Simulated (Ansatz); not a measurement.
## One input, then a changed one: TaN

First run: DFT, PBE, PAW with Ansatz's default frozen-core files, scalar-relativistic (Ansatz 0.2.0).

Command: `ansatz run input.yaml --threads 1 --pin off --max-ram 3072MiB --backend cpu --events-out ev --progress --plain --runs-dir out` It took 3.1 s on 1 thread of Intel(R) Xeon(R) 6975P-C (Granite Rapids), with other jobs on the host, peak memory 0.41 GiB.

```yaml
crystal:
  lattice:
    - [3.05, 0.0, 0.0]
    - [-1.525, 2.6413774815, 0.0]
    - [0.0, 0.0, 4.94]
  atoms:
    - { symbol: Ta, position: [0.2833333333, 0.6416666667, -0.008625] }
    - { symbol: Ta, position: [0.6666666667, 0.3333333333, 0.5] }
    - { symbol: "N", position: [0.3333333333, 0.6666666667, 0.385] }
    - { symbol: "N", position: [0.7166666667, 0.3583333333, 0.893625] }
kpoints:
  mp_grid: { grid: [7, 7, 4] }
scf:
  occupations: { method: fermi_dirac, width: 0.03 }
hamiltonian:
  xc: pbe
  pseudopotentials: { kind: paw }
output:
  forces: true
  stress: true
  eigenvalues: true
  populations: true
```

The cell is entry 9008876 of the Crystallography Open Database, unrelaxed.

This run: one bond, the shortest of the undistorted cell, set to 1.573 Å.

It converges in 7 SCF iterations at a pressure of 154.0 GPa, largest force 17.692 eV/Å, cutoff 420 eV.

The input is then changed:

```diff
   occupations: { method: fermi_dirac, width: 0.03 }
+  convergence: { dr2_threshold: 1.0e-06 }
+  mixing: { preconditioner: none }
 hamiltonian:
```

Q: Predict the outcome of the changed run.

A: It converges in 8 SCF iterations at a pressure of 154.0 GPa, largest force 17.692 eV/Å, cutoff 420 eV, free energy 0.0 meV/atom against the first run's.
